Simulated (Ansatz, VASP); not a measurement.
# CuAu: VASP beside Ansatz

File INCAR:

```
ALGO = Fast ; EDIFF = 1E-6
ENCUT = 520 ; GGA = PE
ISIF = 2 ; ISMEAR = -1
LASPH = True ; LCHARG = True
LELF = True ; LREAL = False
LVHAR = True ; LWAVE = False
NBANDS = 18 ; NELM = 60
PREC = Accurate ; SIGMA = 0.05
```

Contents of KPOINTS:

```
k-points
0
Gamma
  9 9 7
```

POSCAR

```
CuAu
1.0
    2.7727616977      0.0000000000      0.0000000000
    0.0000000000      2.7727616977      0.0000000000
    0.0000000000      0.0000000000      3.6351965976
Au Cu
1 1
Direct
    0.0000000000      0.0000000000      0.0000000000
    0.5000000000      0.5000000000      0.5000000000
```

input.yaml

```yaml
crystal:
  lattice:
    - [2.7727616977, 0.0, 0.0]
    - [0.0, 2.7727616977, 0.0]
    - [0.0, 0.0, 3.6351965976]
  atoms:
    - { symbol: Au, position: [0.0, 0.0, 0.0] }
    - { symbol: Cu, position: [0.5, 0.5, 0.5] }
hamiltonian:
  xc: pbe
  pseudopotentials: { kind: paw }
kpoints:
  mp_grid: { grid: [9, 9, 7] }
scf:
  occupations: { method: fermi_dirac, width: 0.05 }
output:
  forces: true
  stress: true
  eigenvalues: true
```

Alike in both runs: task single point; functional PBE; k mesh 9 × 9 × 7; occupations fermi-dirac, width 0.05 eV; no spin polarisation.

|  | VASP | Ansatz |
| --- | --- | --- |
| version | VASP 6.6.1 | Ansatz 0.2.0 |
| potentials or method | VASP PAW PBE potentials, release 64 (Au, Cu) | Ansatz PAW |
| plane-wave cutoff (eV) | 520 | 420 |
| valence electrons in the cell | 22 | 38 |

|  | VASP | Ansatz | Ansatz less VASP |
| --- | --- | --- | --- |
| gap on the k mesh at the Fermi level (eV) | none | none | - |
| pressure (GPa) | 12.2 | 12.1 | -0.11 |
| largest component of the traceless stress (GPa) | 0.79 | 0.84 | +0.048 |

A gap of «none» marks a metal or a gap that the smearing closes. The functional is the same, so the differences come from potentials, cutoffs and numerics. The two sets of potentials don't hold the same shells in valence.

Spin-orbit coupling is left out, which matters for the levels of Au.
